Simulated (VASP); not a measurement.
# TePb (Fm-3m) in VASP: notebook

One crystal, TePb, is run at these levels: LDA; tasks: single point, relaxation of cell and atoms.

Program: VASP 6.6.1. These are calculated values, not measurements. Logs are shortened: lines on timing, memory, paths and dates and some standing lists are left out, and cuts for length are marked.

**Measured values to compare with.**

A printed reference work, monograph reports, for a bulk crystal of TePb at 4.2 K: band gap 0.19 eV (direct).

The results are compared with them further down.

### 1 The structure

Symmetry: Fm-3m, No. 225, cubic system. The conventional cell has a = 6.382 Å, b = 6.382 Å, c = 6.382 Å, α = 90.00°, β = 90.00°, γ = 90.00°. Te (site symmetry m-3m) has 6 Pb at 3.19 Å as nearest neighbours. Around Pb (site symmetry m-3m) lie 6 Te at 3.19 Å.

### 2 Single point, LDA

Input file INCAR:

```
PREC = Accurate
ENCUT = 520
EDIFF = 1E-6
ISMEAR = 0
SIGMA = 0.02
LREAL = False
LASPH = True
NELM = 80
ALGO = Fast
ISIF = 2
LWAVE = False
LCHARG = False
NBANDS = 17
```

Input file KPOINTS:

```
regular mesh
0
Gamma
  8 8 8
```

Input file POSCAR:

```
TePb
1.0
    0.0000000000      3.1912201825      3.1912201825
    3.1912201825      0.0000000000      3.1912201825
    3.1912201825      3.1912201825      0.0000000000
Te Pb
1 1
Direct
    0.5000000000      0.5000000000      0.5000000000
    0.0000000000      0.0000000000      0.0000000000
```

Potentials or basis: VASP PAW LDA potentials, release 64 (Te, Pb_d).

Command:

```console
$ cat potpaw_LDA.64/Te/POTCAR potpaw_LDA.64/Pb_d/POTCAR > POTCAR
$ mpirun -np 1 vasp_std > vasp.out
```

OUTCAR:

```text
PREC = Accurate
   ENCUT = 520
   EDIFF = 1E-6
   ISMEAR = 0
   LREAL = False
   LASPH = True
   NELM = 80
   ISIF = 2

 ion  position               nearest neighbor table
   1  0.500  0.500  0.500-   2 3.19   2 3.19   2 3.19   2 3.19   2 3.19   2 3.19
   2  0.000  0.000  0.000-   1 3.19   1 3.19   1 3.19   1 3.19   1 3.19   1 3.19

  LATTYP: Found a face centered cubic cell.
 ALAT       =     6.3824403650

  Lattice vectors:

 A1 = (   0.0000000000,   3.1912201825,   3.1912201825)
 A2 = (   3.1912201825,   0.0000000000,   3.1912201825)
 A3 = (   3.1912201825,   3.1912201825,   0.0000000000)

Analysis of symmetry for initial positions (statically):
=====================================================================
 Subroutine PRICEL returns:
 Original cell was already a primitive cell.

 Routine SETGRP: Setting up the symmetry group for a
 face centered cubic supercell.

 Subroutine GETGRP returns: Found 48 space group operations
 (whereof 48 operations were pure point group operations)
 out of a pool of 48 trial point group operations.

The static configuration has the point symmetry O_h .

Analysis of symmetry for dynamics (positions and initial velocities):
=====================================================================
 Subroutine PRICEL returns:
 Original cell was already a primitive cell.

 Routine SETGRP: Setting up the symmetry group for a
 face centered cubic supercell.

 Subroutine GETGRP returns: Found 48 space group operations
 (whereof 48 operations were pure point group operations)
 out of a pool of 48 trial point group operations.

The dynamic configuration has the point symmetry O_h .

 Subroutine INISYM returns: Found 48 space group operations
 (whereof 48 operations are pure point group operations),
 and found     1 'primitive' translations

----------------------------------------------------------------------------------------

                                     Primitive cell

  volume of cell :      64.9980

  direct lattice vectors                    reciprocal lattice vectors
     0.000000000  3.191220182  3.191220182    -0.156679881  0.156679881  0.156679881
     3.191220182  0.000000000  3.191220182     0.156679881 -0.156679881  0.156679881
[... 70 lines left out ...]
   dimension x,y,z NGX =    36 NGY =   36 NGZ =   36
   dimension x,y,z NGXF=    72 NGYF=   72 NGZF=   72
   ions per type =               1   1
   NGX,Y,Z   is equivalent  to a cutoff of  13.26, 13.26, 13.26 a.u.
   NGXF,Y,Z  is equivalent  to a cutoff of  26.52, 26.52, 26.52 a.u.
 SYSTEM =  unknown system
   PREC   = accura    normal or accurate (medium, high low for compatibility)
   ISTART =      0    job   : 0-new  1-cont  2-samecut
   ICHARG =      2    charge: 1-file 2-atom 10-const
   ISPIN  =      1    spin polarized calculation?
   LNONCOLLINEAR =      F non collinear calculations
   LSORBIT =      F    spin-orbit coupling
   LASPH  =      T    aspherical Exc in radial PAW
   ENCUT  =  520.0 eV  38.22 Ry    6.18 a.u.   8.39  8.39  8.39*2*pi/ulx,y,z
   NELM   =     80;   NELMIN=  2; NELMDL= -5     # of ELM steps
   EDIFF  = 0.1E-05   stopping-criterion for ELM
   LREAL  =      F    real-space projection
[... 7 lines left out ...]
   TEBEG  =    0.0;   TEEND  =   0.0 temperature during run
   PSTRESS=    0.0 pullay stress
   NELECT =      20.0000    total number of electrons
   NUPDOWN=      -1.0000    fix difference up-down
   EMIN   =  10.00;   EMAX   =-10.00  energy-range for DOS
   EFERMI =   0.00;   METHOD = LEGACY
   ISMEAR =     0;   SIGMA  =   0.02  broadening in eV -4-tet -1-fermi 0-gaus
   EFERMI_NEDOS =   21; number of points for ismear=-14 and -15
   IALGO  =     68    algorithm
   IMIX   =      4    mixing-type and parameters
     AMIX     =   0.40;   BMIX     =  1.00
     AMIX_MAG =   1.60;   BMIX_MAG =  1.00
  volume/ion in A,a.u.               =      32.50       219.31
  Fermi-wavevector in a.u.,A,eV,Ry     =   1.105227  2.088576 16.619873  1.221526
  Thomas-Fermi vector in A             =   2.241711
   LORBIT       =      0    0 simple, 1 ext, 2 COOP (PROOUT), +10 PAW based schemes
   GGA     = CA    functional components
   LHFCALC =     F    Hartree Fock is set to
   AEXX    =    0.0000 exact exchange contribution
   IVDW    =     0    specifies the selected vdW correction
   LEPSILON=     F    determine dielectric tensor
   LRPA    =     F    only Hartree local field effects (RPA)
 non-spin polarized calculation
 RMM-DIIS sequential band-by-band and
 Gauss-broadening in eV      SIGMA  =   0.02
  energy-cutoff  :      520.00
  volume of cell :       65.00
 maximum number of plane-waves:      1807
 NGX is ok and might be reduce to    36
   NGX = 17   NGY = 17   NGZ = 17

 number of electron      19.9999999 magnetization

 Free energy of the ion-electron system (eV)
  ---------------------------------------------------
  ext. energy  EPLUGINS =         0.00000000
  ---------------------------------------------------
  free energy    TOTEN  =        -8.77474052 eV

  energy without entropy =       -8.77474052  energy(sigma->0) =       -8.77474052

 E-fermi :   6.0084     XC(G=0):  -9.7383

 val. band max:        5.9164766072   @ k =   0.5000   0.0000   0.0000
 cond. band min:       6.4726948738   @ k =   0.5000   0.0000   0.0000
 fundamental gap:      0.5562182666
 Fermi energy:         6.0084152591

 k-point     1 :       0.0000    0.0000    0.0000
  band No.  band energies     occupation
      1     -10.8294      2.00000
      2     -10.8294      2.00000
      3     -10.8125      2.00000
      4     -10.8125      2.00000
      5     -10.8125      2.00000
      6      -6.4622      2.00000
[... 457 lines left out ...]
      4     -10.7987      2.00000
      5     -10.7888      2.00000
      6      -4.7114      2.00000
[... 9 lines left out ...]
     16      15.6912      0.00000
     17      15.9922      0.00000

 [... further k-points ...]
[... 5 lines left out ...]
  --------------------------------------------------------------------------------------
  -------------------------------------------------------------------------------------
  Total        0.0113319      0.0113319      0.0113319      0.0000000      0.0000000      0.0000000
  in kB        0.2793262      0.2793262      0.2793262      0.0000000      0.0000000      0.0000000
  external PRESSURE =       0.2793262 kB  Pullay stress =       0.0000000 kB

 VOLUME and BASIS-vectors are now :
 -----------------------------------------------------------------------------
  energy-cutoff  :      520.00
  volume of cell :       65.00
      direct lattice vectors                 reciprocal lattice vectors
     0.000000000  3.191220182  3.191220182    -0.156679881  0.156679881  0.156679881
     3.191220182  0.000000000  3.191220182     0.156679881 -0.156679881  0.156679881
     3.191220182  3.191220182  0.000000000     0.156679881  0.156679881 -0.156679881

 POSITION                                       TOTAL-FORCE (eV/Angst)
 -----------------------------------------------------------------------------------
      3.19122      3.19122      3.19122        -0.000000      0.000000     -0.000000
      0.00000      0.00000      0.00000         0.000000     -0.000000      0.000000
 -----------------------------------------------------------------------------------
    total drift:                               -0.000000      0.000000      0.000000

  FREE ENERGIE OF THE ION-ELECTRON SYSTEM (eV)
  ---------------------------------------------------
  free  energy   TOTEN  =        -8.7747405189 eV

  energy  without entropy=       -8.7747405189  energy(sigma->0) =       -8.77474052
```

OSZICAR:

```text
N       E                     dE             d eps       ncg     rms          rms(c)
DAV:   1     0.151081770405E+03    0.15108E+03   -0.92637E+03   986   0.115E+03
DAV:   2     0.112614769679E+01   -0.14996E+03   -0.14559E+03  1048   0.298E+02
DAV:   3    -0.862425599131E+01   -0.97504E+01   -0.96918E+01  1333   0.824E+01
DAV:   4    -0.887944613347E+01   -0.25519E+00   -0.25504E+00  1249   0.148E+01
DAV:   5    -0.889035642211E+01   -0.10910E-01   -0.10910E-01  1454   0.280E+00    0.366E+00
RMM:   6    -0.878329598816E+01    0.10706E+00   -0.10265E-01  1114   0.224E+00    0.228E+00
RMM:   7    -0.877603009223E+01    0.72659E-02   -0.54241E-02  1220   0.119E+00    0.862E-01
RMM:   8    -0.877470225398E+01    0.13278E-02   -0.61510E-03  1269   0.115E+00    0.694E-02
RMM:   9    -0.877473209940E+01   -0.29845E-04   -0.20166E-03  1389   0.380E-01    0.589E-02
RMM:  10    -0.877473850360E+01   -0.64042E-05   -0.34724E-04  1464   0.179E-01    0.441E-02
RMM:  11    -0.877474033766E+01   -0.18341E-05   -0.65723E-05  1506   0.688E-02    0.120E-02
RMM:  12    -0.877474051891E+01   -0.18124E-06   -0.83252E-06  1375   0.289E-02
   1 F= -.87747405E+01 E0= -.87747405E+01  d E =-.585903E-13
```

stdout:

```text
POSCAR found type information on POSCAR TePb
 POSCAR found :  2 types and       2 ions
 scaLAPACK will be used
 LDA part: xc-table for (Slater(with rela. corr.)+CA(PZ))
 , standard interpolation
 POSCAR, INCAR and KPOINTS ok, starting setup
 FFT: planning ... GRIDC
 FFT: planning ... GRID_SOFT
 FFT: planning ... GRID
 WAVECAR not read
 entering main loop
```

Wall time 31 s (1 thread of Intel Xeon Platinum 8488C (Sapphire Rapids), shared host); peak memory 0.19 GiB.

What came out:

| Quantity | Value |
| --- | --- |
| Free energy | -8.7747 eV |
| Pressure | 0.0 GPa |
| Band gap on the k mesh | 0.56 eV, direct |

Caveat: spin-orbit coupling is left out, which as a rule narrows the gap of such compounds by several tenths of an eV.

### 3 Relaxation of cell and atoms, LDA

This run uses another cell than the first one, of 33.73 Å³/atom, 1.038 times its volume.

Input file INCAR:

```
ALGO = Fast ; EDIFF = 1E-7
EDIFFG = -0.005 ; ENCUT = 600
GGA = CA ; IBRION = 2
ISIF = 3 ; ISMEAR = 0
LASPH = True ; LCHARG = False
LREAL = False ; LWAVE = False
NELM = 80 ; NSW = 100
PREC = Accurate ; SIGMA = 0.02
```

Input file KPOINTS:

```
k-points
0
Gamma
  8 8 8
```

Input file POSCAR:

```
TePb
1.0
    0.0000000000      3.2310000000      3.2310000000
    3.2310000000      0.0000000000      3.2310000000
    3.2310000000      3.2310000000      0.0000000000
Te Pb
1 1
Direct
    0.5000000000      0.5000000000      0.5000000000
    0.0000000000      0.0000000000      0.0000000000
```

Potentials or basis: VASP PAW LDA potentials, release 64 (Te, Pb_d).

Command:

```console
$ cat potpaw_LDA.64/Te/POTCAR potpaw_LDA.64/Pb_d/POTCAR > POTCAR
$ mpirun -np 1 vasp_std > vasp.out
```

Wall time 1.8 min (1 thread of Intel Xeon Platinum 8488C (Sapphire Rapids), shared host); peak memory 0.21 GiB.

Results (log left out):

```
Free energy                            : -8.7750 eV
Relaxed volume                         : 32.55 Å³/atom
Relaxed cell                           : a = 4.515 Å, b = 4.515 Å, c = 4.515 Å, α = 60.00°, β = 60.00°, γ = 60.00°
Space group after relaxing (to 0.05 Å) : Fm-3m (No. 225)
Energy gained by relaxing              : 6.2 meV/atom
Ionic steps                            : 3
Pressure after relaxing                : 0.0 GPa
Band gap on the k mesh                 : 0.56 eV, direct
```

The path:
```tsv
step	energy change (eV)	largest force (eV/Å)	pressure (GPa)	volume (Å³)
1	0.0000	0.0000	-1.62	67.46
2	-0.0103	0.0000	0.72	64.18
3	-0.0123	0.0000	0.00	65.10
```

Final structure:
```
Te Pb
1.0
     0.00000    3.19282    3.19282
     3.19282    0.00000    3.19282
     3.19282    3.19282    0.00000
Te Pb
1 1
Direct
  0.50000 0.50000 0.50000
  0.00000 0.00000 0.00000
```

Levels at points of the mesh, in eV from the valence-band top:
```csv
k point,band 8,band 9,band 10,band 11,band 12,band 13
"(0.00, 0.00, 0.00)",-1.49,-1.49,-1.49,4.02,4.02,4.02
"(0.50, 0.00, 0.00)",-0.99,-0.99,0.00,0.56,1.11,1.11
"(0.50, 0.50, 0.00)",-4.81,-3.03,-3.03,3.09,5.51,5.51
```

Caveat: spin-orbit coupling is left out, which as a rule narrows the gap of such compounds by several tenths of an eV.

### 4 Single point, LDA

Input file INCAR:

```
PREC     = Accurate       # precision mode
ENCUT    = 520            # plane-wave cutoff, eV
EDIFF    = 1E-6           # SCF threshold, eV
ISMEAR   = 0              # smearing method
SIGMA    = 0.02           # smearing width, eV
LREAL    = F              # projectors in reciprocal space
LASPH    = T              # aspherical terms in the spheres
NELM     = 60             # most SCF steps
ALGO     = Normal         # electronic algorithm
ISIF     = 2              # what is computed and relaxed
LWAVE    = F              # write WAVECAR
LCHARG   = F              # write CHGCAR
NBANDS   = 17             # bands
```

Input file KPOINTS:

```
regular mesh
0
Gamma
  10 10 10
```

Input file POSCAR:

```
TePb
1.0
    0.0000000000      3.1893632556      3.1893632556
    3.1893632556      0.0000000000      3.1893632556
    3.1893632556      3.1893632556      0.0000000000
Te Pb
1 1
Direct
    0.5000000000      0.5000000000      0.5000000000
    0.0000000000      0.0000000000      0.0000000000
```

Command:

```console
$ cat potpaw_LDA.64/Te/POTCAR potpaw_LDA.64/Pb_d/POTCAR > POTCAR
$ mpirun -np 1 vasp_std > vasp.out
```

Wall time 41 s (1 thread of Intel Xeon Platinum 8488C (Sapphire Rapids), shared host); peak memory 0.19 GiB.

It converged, with:

```yaml
Free_energy: -8.7750 eV
Pressure: 0.1 GPa
Band_gap_on_the_k_mesh: 0.55 eV, direct
```

Levels at points of the mesh, in eV from the valence-band top:
| k point | band 7 | band 8 | band 9 | band 10 | band 11 | band 12 | band 13 | band 14 |
| --- | --- | --- | --- | --- | --- | --- | --- | --- |
| (0.00, 0.00, 0.00) | -5.58 | -1.50 | -1.50 | -1.50 | 4.02 | 4.02 | 4.02 | 5.68 |
| (0.50, 0.00, 0.00) | -8.86 | -1.00 | -1.00 | 0.00 | 0.55 | 1.10 | 1.10 | 8.33 |
| (0.50, 0.50, 0.00) | -7.43 | -4.84 | -3.05 | -3.05 | 3.07 | 5.52 | 5.52 | 6.82 |

Caveat: spin-orbit coupling is left out, which as a rule narrows the gap of such compounds by several tenths of an eV.

### 5 Relaxation of cell and atoms, LDA

Input file INCAR:

```
SYSTEM = TePb
ALGO = Fast ; EDIFF = 1E-6
EDIFFG = -0.005 ; ENCUT = 600
IBRION = 2 ; ISIF = 3
ISMEAR = 0 ; LASPH = .TRUE.
LCHARG = .FALSE. ; LREAL = .FALSE.
LWAVE = .FALSE. ; NELM = 100
NSW = 100 ; PREC = Accurate
SIGMA = 0.02
```

Input file KPOINTS:

```
k-points
0
G
  10 10 10
  0 0 0
```

Input file POSCAR:

```
TePb
1.0
    0.0000000000      3.1912201825      3.1912201825
    3.1912201825      0.0000000000      3.1912201825
    3.1912201825      3.1912201825      0.0000000000
Te Pb
1 1
Direct
    0.5000000000      0.5000000000      0.5000000000
    0.0000000000      0.0000000000      0.0000000000
```

Potentials or basis: VASP PAW LDA potentials, release 64 (Te, Pb_d).

Command:

```console
$ cat potpaw_LDA.64/Te/POTCAR potpaw_LDA.64/Pb_d/POTCAR > POTCAR
$ mpirun -np 1 vasp_std > vasp.out
```

OUTCAR:

```text
SYSTEM = TePb
   EDIFF = 1E-6
   EDIFFG = -0.005
   ENCUT = 600
   IBRION = 2
   ISIF = 3
   ISMEAR = 0
   LASPH = .TRUE.
   LREAL = .FALSE.
   NELM = 100
   NSW = 100
   PREC = Accurate

 ion  position               nearest neighbor table
   1  0.500  0.500  0.500-   2 3.19   2 3.19   2 3.19   2 3.19   2 3.19   2 3.19
   2  0.000  0.000  0.000-   1 3.19   1 3.19   1 3.19   1 3.19   1 3.19   1 3.19

  LATTYP: Found a face centered cubic cell.
 ALAT       =     6.3824403650

  Lattice vectors:

 A1 = (   0.0000000000,   3.1912201825,   3.1912201825)
[... 639 lines left out ...]
     13      10.5080      0.00000
     14      10.7462      0.00000

 [... further k-points ...]
[... 5 lines left out ...]
  --------------------------------------------------------------------------------------
  -------------------------------------------------------------------------------------
  Total       -0.0022782     -0.0022782     -0.0022782      0.0000000      0.0000000     -0.0000000
  in kB       -0.0560854     -0.0560854     -0.0560854      0.0000000      0.0000000     -0.0000000
  external PRESSURE =      -0.0560854 kB  Pullay stress =       0.0000000 kB

 VOLUME and BASIS-vectors are now :
 -----------------------------------------------------------------------------
  energy-cutoff  :      600.00
  volume of cell :       65.08
      direct lattice vectors                 reciprocal lattice vectors
     0.000000000  3.192577765  3.192577765    -0.156613256  0.156613256  0.156613256
     3.192577765 -0.000000000  3.192577765     0.156613256 -0.156613256  0.156613256
     3.192577765  3.192577765  0.000000000     0.156613256  0.156613256 -0.156613256

 POSITION                                       TOTAL-FORCE (eV/Angst)
 -----------------------------------------------------------------------------------
      3.19258      3.19258      3.19258        -0.000000     -0.000000      0.000000
      3.19258     -0.00000      3.19258         0.000000      0.000000     -0.000000
 -----------------------------------------------------------------------------------
    total drift:                                0.000000      0.000000      0.000000

  FREE ENERGIE OF THE ION-ELECTRON SYSTEM (eV)
  ---------------------------------------------------
  free  energy   TOTEN  =        -8.7751396158 eV

  energy  without entropy=       -8.7751396158  energy(sigma->0) =       -8.77513962

 reached required accuracy - stopping structural energy minimisation
```

CONTCAR:

```text
TePb
   1.00000000000000
     0.0000000000000000    3.1925777647277784    3.1925777647277784
     3.1925777647277784   -0.0000000000000000    3.1925777647277784
     3.1925777647277784    3.1925777647277784    0.0000000000000000
  Te              Pb
     1     1
Direct
     0.5000000000000000    0.5000000000000000    0.5000000000000000
     0.0000000000000000    1.0000000000000000    0.0000000000000000

  0.00000000E+00  0.00000000E+00  0.00000000E+00
  0.00000000E+00  0.00000000E+00  0.00000000E+00
```

It took 52 s on 1 thread of Intel Xeon Platinum 8488C (Sapphire Rapids), shared host; peak memory 0.21 GiB.

What came out:

| Quantity | Value |
| --- | --- |
| Free energy | -8.7751 eV |
| Relaxed volume | 32.54 Å³/atom |
| Relaxed cell | a = 4.515 Å, b = 4.515 Å, c = 4.515 Å, α = 60.00°, β = 60.00°, γ = 60.00° |
| Space group after relaxing (to 0.05 Å) | Fm-3m (No. 225) |
| Energy gained by relaxing | 0.0 meV/atom |
| Ionic steps | 2 |
| Pressure after relaxing | 0.0 GPa |
| Band gap on the k mesh | 0.56 eV, direct |

Final structure:
```cif
data_structure
_symmetry_space_group_name_H-M 'P 1'
_symmetry_Int_Tables_number 1
_cell_length_a 4.5150
_cell_length_b 4.5150
_cell_length_c 4.5150
_cell_angle_alpha 60.000
_cell_angle_beta 60.000
_cell_angle_gamma 60.000
_cell_volume 65.08
loop_
_atom_site_label
_atom_site_type_symbol
_atom_site_fract_x
_atom_site_fract_y
_atom_site_fract_z
_atom_site_occupancy
Te1 Te 0.50000 0.50000 0.50000 1
Pb1 Pb 0.00000 0.00000 0.00000 1
```

Caveat: spin-orbit coupling is left out, which as a rule narrows the gap of such compounds by several tenths of an eV. A k mesh can miss the band edges.

### 6 Overview

```csv
task,cell,k mesh,cutoff (eV),gap on the mesh (eV),pressure (GPa),relaxed volume (Å³/atom)
single point,"Fm-3m, 32.5 Å³/atom",8 × 8 × 8,520,0.56,0.0,-
relaxation of cell and atoms,relaxed,8 × 8 × 8,600,0.56,0.0,32.55
single point,"Fm-3m, 32.44 Å³/atom",10 × 10 × 10,520,0.55,0.1,-
relaxation of cell and atoms,relaxed,10 × 10 × 10,600,0.56,0.0,32.54
```

Alike in all rows: level LDA; potentials or basis VASP PAW LDA potentials, release 64 (Te, Pb_d); no spin polarisation; smearing gaussian 0.02 eV.

Caveats: spin-orbit coupling is left out, which as a rule narrows the gap of such compounds by several tenths of an eV.

Total energies depend on the potentials used, so only differences within one code and one set of settings carry meaning.

### 7 Against experiment

Step 2. A measured gap of TePb is 0.19 eV (direct; 4.2 K; a printed reference work, monograph); the calculated 0.56 eV misses it by +0.37 eV. Spin-orbit coupling on Pb, Te is left out. The value is that of LDA on a finite k mesh, which can miss the band edges, without temperature or zero-point motion.

Step 4. Measured gap of TePb: 0.19 eV (direct; 4.2 K; a printed reference work, monograph). This calculation gives 0.55 eV (+0.36 eV). Spin-orbit coupling on Pb, Te is left out. The value is that of LDA on a finite k mesh, which can miss the band edges, without temperature or zero-point motion.
